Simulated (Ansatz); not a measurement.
Relaxing silver (dhcp (4H))

Method: DFT, PBE, plane waves (420 eV) with PAW, scalar-relativistic (Ansatz).

k-point mesh 13×13×3, Fermi-Dirac smearing 0.1 eV, no spin polarisation. Cell and atoms relax.

Starting structure:

```yaml
crystal:
  lattice:
    - [2.88620, 0.00000, 0.00000]
    - [-1.44310, 2.49952, 0.00000]
    - [0.00000, 0.00000, 10.00000]
  atoms:
    - { symbol: Ag, position: [0.33333, 0.66667, 0.25000] }
    - { symbol: Ag, position: [0.66667, 0.33333, 0.75000] }
    - { symbol: Ag, position: [0.00000, 0.00000, 0.00000] }
    - { symbol: Ag, position: [0.00000, 0.00000, 0.50000] }
```

**Question.** The pressure at the start is -0.6 GPa. By how much does the volume change?

**Answer.** From 18.04 to 17.85 Å³ per atom, -1.0 %. The final cell has a = 2.922 Å, c = 9.655 Å (c/a = 3.304).

**Question.** How much energy does the relaxation gain?

**Answer.** 8.1 meV per atom.

Path of the relaxation (the plane waves are chosen anew near the end, which can shift the energy a little):

```json
{"step": "0", "E − E(final) (meV/atom)": "8.12", "V (Å³/atom)": "18.035", "P (GPa)": "-0.59", "max force (eV/Å)": "0.000"}
{"step": "1", "E − E(final) (meV/atom)": "0.77", "V (Å³/atom)": "17.610", "P (GPa)": "1.24", "max force (eV/Å)": "0.000"}
{"step": "2", "E − E(final) (meV/atom)": "0.16", "V (Å³/atom)": "17.959", "P (GPa)": "-0.57", "max force (eV/Å)": "0.000"}
{"step": "3", "E − E(final) (meV/atom)": "-0.09", "V (Å³/atom)": "17.847", "P (GPa)": "-0.02", "max force (eV/Å)": "0.000"}
{"step": "4", "E − E(final) (meV/atom)": "0.00", "V (Å³/atom)": "17.847", "P (GPa)": "-0.02", "max force (eV/Å)": "0.000"}
```
